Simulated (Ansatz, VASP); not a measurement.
## SnO2 (SnO2 (P4_2/mnm)): VASP beside Ansatz

Wanted: the spread between two codes on one cell, functional and k mesh. Of the first pair: The cell is taken from a series of runs on this material, whose earlier steps may have relaxed, scaled, displaced or heated it; both programs get it as it stands.

Method: plane waves, with VASP 6.6.1 beside it; single point at r2SCAN, in Ansatz 0.2.0.

## Step 1: The structure

The structure is tetragonal, space group P4_2/mnm (No. 136). The conventional cell has a = 4.758 Å, b = 4.758 Å, c = 3.201 Å, α = 90.00°, β = 90.00°, γ = 90.00°. Sn has 6 O at 2.06 to 2.07 Å nearest. O has 3 Sn at 2.06 to 2.07 Å nearest. Nearest to O lie 3 Sn at 2.06 to 2.07 Å. Farther neighbours and most contacts between anions are not listed.

## Step 2: VASP: single point, r2SCAN, pair 1

With cell and atoms fixed, the geometry can't cause a difference; cores, projectors, grids and the points listed under the comparison can.

Lines of VASP's logs that name or quote its potential files are left out, and so is its time.

INCAR reads:

```
SYSTEM = SnO2
PREC = Accurate
ENCUT = 580
EDIFF = 1E-06
NELM = 120
ISMEAR = -1
SIGMA = 0.01
LREAL = .FALSE.
ALGO = Normal
METAGGA = R2SCAN
LASPH = .TRUE.
NBANDS = 96
LORBIT = 11
LWAVE = .FALSE.
LCHARG = .FALSE.
ISIF = 2
ISYM = 2
GGA_COMPAT = .FALSE.
EFERMI = MIDGAP
LMIXTAU = .TRUE.
KPAR = 4
```

POSCAR reads:

```
SnO2
1.0
    9.5155030733      4.7577515383      0.0000000000
   -4.7577515417      4.7577515383      0.0000000000
    0.0000000000      0.0000000000      3.2006814600
Sn O
6 12
Direct
    0.0000000000      0.5000000000      0.5000000000
    0.3333333333      0.1666666667      0.5000000000
    0.6666666667      0.8333333333      0.5000000000
    0.0000000000      0.0000000000      0.0000000000
    0.3333333333      0.6666666667      0.0000000000
    0.6666666667      0.3333333333      0.0000000000
    0.0000000000      0.8059427667      0.5000000000
    0.3333333333      0.4726094333      0.5000000000
    0.6666666667      0.1392761000      0.5000000000
    0.0000000000      0.1940572333      0.5000000000
    0.3333333333      0.8607239000      0.5000000000
    0.6666666667      0.5273905667      0.5000000000
    0.2039618433      0.1019809217      0.0000000000
    0.5372951767      0.7686475883      0.0000000000
    0.8706285100      0.4353142550      0.0000000000
    0.1293714900      0.5646857450      0.0000000000
    0.4627048233      0.2313524117      0.0000000000
    0.7960381567      0.8980190783      0.0000000000
```

KPOINTS reads:

```
Points of the shifted mesh
24
Reciprocal
 0.2500000000  0.2500000000  0.0833333333 1
 0.2500000000  0.2500000000  0.2500000000 1
 0.2500000000  0.2500000000  0.4166666667 1
 0.2500000000  0.2500000000  0.5833333333 1
 0.2500000000  0.2500000000  0.7500000000 1
 0.2500000000  0.2500000000  0.9166666667 1
 0.2500000000  0.7500000000  0.0833333333 1
 0.2500000000  0.7500000000  0.2500000000 1
 0.2500000000  0.7500000000  0.4166666667 1
 0.2500000000  0.7500000000  0.5833333333 1
 0.2500000000  0.7500000000  0.7500000000 1
 0.2500000000  0.7500000000  0.9166666667 1
 0.7500000000  0.2500000000  0.0833333333 1
 0.7500000000  0.2500000000  0.2500000000 1
 0.7500000000  0.2500000000  0.4166666667 1
 0.7500000000  0.2500000000  0.5833333333 1
 0.7500000000  0.2500000000  0.7500000000 1
 0.7500000000  0.2500000000  0.9166666667 1
 0.7500000000  0.7500000000  0.0833333333 1
 0.7500000000  0.7500000000  0.2500000000 1
 0.7500000000  0.7500000000  0.4166666667 1
 0.7500000000  0.7500000000  0.5833333333 1
 0.7500000000  0.7500000000  0.7500000000 1
 0.7500000000  0.7500000000  0.9166666667 1
```

The projector-augmented-wave data sets are Sn_d and O (PBE family, release 64).

Started as:

```bash
mpirun -np 8 vasp_std
```

Numbers of over 12 decimals in the logs are rounded to 6 here.

The log of the run:

```text
[banner, memory and clock lines left out]
running    8 mpi-ranks, on    1 nodes
 distrk:  each k-point on    2 cores,    4 groups
 distr:  one band on    1 cores,    2 groups

 POSCAR found type information on POSCAR SnO
 POSCAR found :  2 types and      18 ions
|                                                                             |
|           W    W    AA    RRRRR   N    N  II  N    N   GGGG   !!!           |
|           W    W   A  A   R    R  NN   N  II  NN   N  G    G  !!!           |
|           W    W  A    A  R    R  N N  N  II  N N  N  G       !!!           |
|           W WW W  AAAAAA  RRRRR   N  N N  II  N  N N  G  GGG   !            |
|           WW  WW  A    A  R   R   N   NN  II  N   NN  G    G                |
|           W    W  A    A  R    R  N    N  II  N    N   GGGG   !!!           |
|                                                                             |
|     For optimal performance we recommend to set                             |
|       NCORE = 2 up to number-of-cores-per-socket                            |
|     NCORE specifies how many cores store one orbital (NPAR=cpu/NCORE).      |
|     This setting can greatly improve the performance of VASP for DFT.       |
|     The default, NCORE=1 might be grossly inefficient on modern             |
|     multi-core architectures or massively parallel machines. Do your        |
|     Unfortunately you need to use the default for GW and RPA                |
|     calculations (for HF NCORE is supported but not extensively tested      |
|     yet).                                                                   |
|                                                                             |

|                                                                             |
|               ----> ADVICE to this user running VASP <----                  |
|                                                                             |
|     You have a (more or less) 'large supercell' and for larger cells it     |
|     might be more efficient to use real-space projection operators.         |
|     Therefore, try LREAL= Auto in the INCAR file.                           |
|     Mind: For very accurate calculation, you might also keep the            |
|     reciprocal projection scheme (i.e. LREAL=.FALSE.).                      |
|                                                                             |

|                                                                             |
|               ----> ADVICE to this user running VASP <----                  |
|                                                                             |
|     You enforced a specific xc type in the INCAR file but a different       |
|     [... a line on the potential file left out ...]
|     I HOPE YOU KNOW WHAT YOU ARE DOING!                                     |
|                                                                             |

 LDA part: xc-table for (None), standard interpolation
 POSCAR, INCAR and KPOINTS ok, starting setup
 FFT: planning ... GRIDC
 FFT: planning ... GRID_SOFT
 FFT: planning ... GRID
 WAVECAR not read
 entering main loop
       N       E                     dE             d eps       ncg     rms          rms(c)
DAV:   1     0.269091638190E+04    0.26909E+04   -0.73951E+04  5400   0.281E+03
DAV:   2     0.423986945233E+03   -0.22669E+04   -0.21298E+04  4672   0.903E+02
DAV:   3    -0.238553262807E+03   -0.66254E+03   -0.63628E+03  4992   0.326E+02
DAV:   4    -0.307636662429E+03   -0.69083E+02   -0.67912E+02  5520   0.117E+02
DAV:   5    -0.310112576921E+03   -0.24759E+01   -0.24604E+01  5384   0.225E+01    0.272E+01
DAV:   6    -0.274807162375E+03    0.35305E+02   -0.42001E+01  6912   0.649E+01    0.124E+01
DAV:   7    -0.255675120760E+03    0.19132E+02   -0.10129E+01  6696   0.206E+01    0.605E+00
DAV:   8    -0.270176487719E+03   -0.14501E+02   -0.32587E+00  6168   0.151E+01    0.270E+00
DAV:   9    -0.250840686168E+03    0.19336E+02   -0.23878E+00  6064   0.101E+01    0.174E+00
DAV:  10    -0.253000654895E+03   -0.21600E+01   -0.10348E+00  6104   0.503E+00    0.386E-01
DAV:  11    -0.253184989712E+03   -0.18433E+00   -0.51600E-02  6624   0.120E+00    0.360E-01
DAV:  12    -0.253490075253E+03   -0.30509E+00   -0.20393E-02  5120   0.713E-01    0.296E-01
DAV:  13    -0.253892719233E+03   -0.40264E+00   -0.85297E-02  6224   0.204E+00    0.278E-01
DAV:  14    -0.253916491014E+03   -0.23772E-01   -0.14557E-02  6672   0.764E-01    0.305E-01
[...]
DAV:  19    -0.253922218243E+03    0.98567E-04   -0.19417E-04  6008   0.851E-02    0.512E-02
DAV:  20    -0.253922178160E+03    0.40084E-04   -0.21228E-04  4928   0.675E-02    0.154E-02
DAV:  21    -0.253922243202E+03   -0.65042E-04   -0.20234E-05  4848   0.233E-02    0.158E-02
DAV:  22    -0.253922287671E+03   -0.44470E-04   -0.10342E-05  4568   0.148E-02    0.968E-03
DAV:  23    -0.253922300082E+03   -0.12411E-04   -0.12920E-05  4576   0.150E-02    0.290E-03
DAV:  24    -0.253922297929E+03    0.21536E-05   -0.99357E-07  3304   0.852E-03    0.254E-03
DAV:  25    -0.253922299053E+03   -0.11237E-05   -0.41241E-07  3064   0.423E-03    0.289E-03
DAV:  26    -0.253922299289E+03   -0.23610E-06   -0.26191E-07  2808   0.315E-03
   1 F= -.25392230E+03 E0= -.25392230E+03  d E =0.000000E+00
```

OUTCAR, selected parts (step 2):

```text
ion  position               nearest neighbor table
   1  0.000  0.500  0.500-   7 2.06  10 2.06  15 2.07  16 2.07  15 2.07  16 2.07   5 3.73   6 3.73
                             5 3.73   6 3.73   4 3.73   4 3.73   4 3.73   4 3.73
   2  0.333  0.167  0.500-   8 2.06  11 2.06  13 2.07  13 2.07  17 2.07  17 2.07   4 3.73   4 3.73
                             6 3.73   6 3.73   5 3.73   5 3.73   5 3.73   5 3.73
   3  0.667  0.833  0.500-  12 2.06   9 2.06  18 2.07  18 2.07  14 2.07  14 2.07   4 3.73   4 3.73
                             5 3.73   5 3.73   6 3.73   6 3.73   6 3.73   6 3.73
   4  0.000  0.000  0.000-  13 2.06  18 2.06   7 2.07  10 2.07   7 2.07  10 2.07   2 3.73   3 3.73
                             2 3.73   3 3.73   1 3.73   1 3.73   1 3.73   1 3.73
   5  0.333  0.667  0.000-  16 2.06  14 2.06  11 2.07  11 2.07   8 2.07   8 2.07   1 3.73   1 3.73
                             3 3.73   3 3.73   2 3.73   2 3.73   2 3.73   2 3.73
   6  0.667  0.333  0.000-  15 2.06  17 2.06   9 2.07   9 2.07  12 2.07  12 2.07   1 3.73   1 3.73
                             2 3.73   2 3.73   3 3.73   3 3.73   3 3.73   3 3.73
   7  0.000  0.806  0.500-   1 2.06   4 2.07   4 2.07
   8  0.333  0.473  0.500-   2 2.06   5 2.07   5 2.07
   9  0.667  0.139  0.500-   3 2.06   6 2.07   6 2.07
  10  0.000  0.194  0.500-   1 2.06   4 2.07   4 2.07
  11  0.333  0.861  0.500-   2 2.06   5 2.07   5 2.07
  12  0.667  0.527  0.500-   3 2.06   6 2.07   6 2.07
  13  0.204  0.102  0.000-   4 2.06   2 2.07   2 2.07
  14  0.537  0.769  0.000-   5 2.06   3 2.07   3 2.07
  15  0.871  0.435  0.000-   6 2.06   1 2.07   1 2.07
  16  0.129  0.565  0.000-   5 2.06   1 2.07   1 2.07
  17  0.463  0.231  0.000-   6 2.06   2 2.07   2 2.07
  18  0.796  0.898  0.000-   4 2.06   3 2.07   3 2.07

  LATTYP: Found a base centered orthorhombic cell.
 ALAT       =     6.7284767543
 B/A-ratio  =     2.9999999979
 C/A-ratio  =     0.4756918359

 Subroutine GETGRP returns: Found  8 space group operations
 (whereof  8 operations were pure point group operations)

The static configuration has the point symmetry D_2h.

   k-points           NKPTS =     24   k-points in BZ     NKDIM =     24   number of bands    NBANDS=     96

   dimension x,y,z NGX =    84 NGY =   54 NGZ =   28
   dimension x,y,z NGXF=   168 NGYF=  108 NGZF=   56

   ENCUT  =  580.0 eV  42.63 Ry    6.53 a.u.  20.89 13.21  6.29*2*pi/ulx,y,z

   NELECT =     156.0000    total number of electrons

 k-points in reciprocal lattice and weights: Points of the shifted mesh
   0.25000000  0.25000000  0.08333333       0.042
   0.25000000  0.25000000  0.25000000       0.042
   0.25000000  0.25000000  0.41666667       0.042
   0.25000000  0.25000000  0.58333333       0.042
   0.25000000  0.25000000  0.75000000       0.042
   0.25000000  0.25000000  0.91666667       0.042
   0.25000000  0.75000000  0.08333333       0.042
   0.25000000  0.75000000  0.25000000       0.042
   0.25000000  0.75000000  0.41666667       0.042
[...]
0.75000000  0.75000000  0.75000000       0.042
   0.75000000  0.75000000  0.91666667       0.042

 average (electrostatic) potential at core
       1-105.1176       2-105.1176       3-105.1176       4-105.1173       5-105.1173
       6-105.1173       7 -71.6843       8 -71.6843       9 -71.6843      10 -71.6843
      11 -71.6843      12 -71.6843      13 -71.6859      14 -71.6859      15 -71.6859
      16 -71.6859      17 -71.6859      18 -71.6859

 E-fermi :   6.9339

 k-point     1 :       0.2500    0.2500    0.0833
  band No.  band energies     occupation
    ...
     74       4.8279      2.00000
     75       4.8317      2.00000
     76       4.8500      2.00000
     77       5.1218      2.00000
     78       5.2741      2.00000
     79       8.9112      0.00000
     80       9.5932      0.00000
     81      10.7148      0.00000
     82      11.2675      0.00000
     83      11.7279      0.00000
    ...

 k-point     2 :       0.2500    0.2500    0.2500
  band No.  band energies     occupation
    ...
     74       4.6872      2.00000
     75       4.7276      2.00000
     76       4.9295      2.00000
     77       4.9934      2.00000
     78       5.0468      2.00000
     79      10.4566      0.00000
     80      10.8541      0.00000
     81      11.2546      0.00000
     82      11.6724      0.00000
     83      12.5706      0.00000
    ...

 k-point     3 :       0.2500    0.2500    0.4167
  band No.  band energies     occupation
    ...
     74       4.5376      2.00000
     75       4.6231      2.00000
     76       4.6546      2.00000
     77       4.7062      2.00000
     78       4.7828      2.00000
     79      11.4064      0.00000
     80      11.5777      0.00000
     81      12.0125      0.00000
     82      12.0910      0.00000
     83      12.8110      0.00000
    ...

  Total        1.3460032      1.3460032      2.0170443     -0.0118421      0.0000000      0.0000000
  in kB        9.9217764      9.9217764     14.8682136     -0.0872913      0.0000000      0.0000000
  external PRESSURE =      11.5705888 kB  Pullay stress =       0.0000000 kB

  energy-cutoff  :      580.00
  volume of cell :      217.35
      direct lattice vectors                 reciprocal lattice vectors
     9.515503073  4.757751538  0.000000000     0.070061106  0.070061106  0.000000000
    -4.757751542  4.757751538  0.000000000    -0.070061106  0.140122211  0.000000000
     0.000000000  0.000000000  3.200681460     0.000000000  0.000000000  0.312433465

 POSITION                                       TOTAL-FORCE (eV/Angst)
 -----------------------------------------------------------------------------------
     -2.37888      2.37888      1.60034         0.000000     -0.000000     -0.000000
      2.37888      2.37888      1.60034         0.000000     -0.000000     -0.000000
      2.37888      7.13663      1.60034         0.000000     -0.000000     -0.000000
      0.00000      0.00000      0.00000         0.000000     -0.000000     -0.000000
     -0.00000      4.75775      0.00000         0.000000     -0.000000     -0.000000
      4.75775      4.75775      0.00000         0.000000     -0.000000     -0.000000
     -3.83448      3.83448      1.60034         0.024429     -0.024429      0.000000
      0.92328      3.83448      1.60034         0.024429     -0.024429     -0.000000
      5.68103      3.83448      1.60034         0.024429     -0.024429      0.000000
     -0.92328      0.92328      1.60034        -0.024429      0.024429      0.000000
     -0.92328      5.68103      1.60034        -0.024429      0.024429      0.000000
      3.83448      5.68103      1.60034        -0.024429      0.024429     -0.000000
      1.45560      1.45560      0.00000        -0.022187     -0.022187     -0.000000
      1.45560      6.21335      0.00000        -0.022187     -0.022187     -0.000000
      6.21335      6.21335      0.00000        -0.022187     -0.022187     -0.000000
     -1.45560      3.30215      0.00000         0.022187      0.022187     -0.000000
      3.30215      3.30215      0.00000         0.022187      0.022187      0.000000
      3.30215      8.05990      0.00000         0.022187      0.022187     -0.000000
 -----------------------------------------------------------------------------------
    total drift:                               -0.000000      0.000000     -0.000000

  FREE ENERGIE OF THE ION-ELECTRON SYSTEM (eV)
  ---------------------------------------------------
  free  energy   TOTEN  =      -253.9222992886 eV

  energy  without entropy=     -253.9222992886  energy(sigma->0) =     -253.92229929

 total charge
# of ion       s       p       d       tot
------------------------------------------
    1        0.832   1.105  10.381  12.319
    2        0.832   1.105  10.381  12.319
    3        0.832   1.105  10.381  12.319
    4        0.832   1.105  10.381  12.319
    5        0.832   1.105  10.381  12.319
    6        0.832   1.105  10.381  12.319
    7        1.559   3.541   0.000   5.101
    8        1.559   3.541   0.000   5.101
    9        1.559   3.541   0.000   5.101
   10        1.559   3.541   0.000   5.101
   11        1.559   3.541   0.000   5.101
   12        1.559   3.541   0.000   5.101
   13        1.560   3.541   0.000   5.101
   14        1.560   3.541   0.000   5.101
   15        1.560   3.541   0.000   5.101
   16        1.560   3.541   0.000   5.101
   17        1.560   3.541   0.000   5.101
   18        1.560   3.541   0.000   5.101
--------------------------------------------------
tot         23.708  49.125  62.288 135.121

[... 3 further parts left out ...]
```

The run ends at a pressure of 1.16 GPa, with forces up to 0.035 eV/Å.

(Continued in part 2 of 3.)

[Lines on the potential files, build, host, timing and source positions are cut from VASP's logs without a mark.]

[Logs are printed without paths, hosts, clocks, repeated set-up lines and the standing remarks that a program may print on its own settings, such as how far it seeks lower states.]

[Hosts, paths, dates, database ids (printed as entryN), source tags and the programs' standing remarks are cut or masked in the printed files.]
